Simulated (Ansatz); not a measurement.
The system is TaN.

```xyz
2
Lattice="0.0000 2.2113 2.2113 2.2113 0.0000 2.2113 2.2113 2.2113 0.0000" Properties=species:S:1:pos:R:3 pbc="T T T"
Ta    2.2113    2.2113    2.2113
N     0.0000    0.0000    0.0000
```

The cell comes from a database or a generator and needn't be the stable form of this composition.

Base run:

| Property | Result |
| --- | --- |
| Program | Ansatz 0.2.0 |
| Functional | r2SCAN |
| Potentials or basis | Ansatz PAW |
| Cutoff | 500 eV (not typed: the program's choice for these potentials) |
| k mesh | 10 × 10 × 10 |
| Occupations | fermi-dirac, width 0.05 eV |
| Spin | no spin polarisation |
| Hubbard terms | Ta d U = 1 eV |

Its results: band gap on the k mesh none (metal or under the smearing width); pressure -5.3 GPa.

Question: After a change of settings the same cell gave: band gap on the k mesh none (metal or under the smearing width); pressure -1.3 GPa. Which change was it?
A. hubbard terms from Ta d U = 1 eV to none; hubbard projectors from ortho-atomic (the default) to none
B. hubbard terms from Ta d U = 1 eV to Ta d U = 5 eV
C. hubbard terms from Ta d U = 1 eV to Ta d U = 2 eV

Answer: B.

Caveats: U without spin polarisation on a metal has little footing; the PAW data sets come from PBE, with cores solved anew for the run's functional, which leaves a small shift of forces and pressure; the density of states is complete only up to the lowest level of the last band computed.
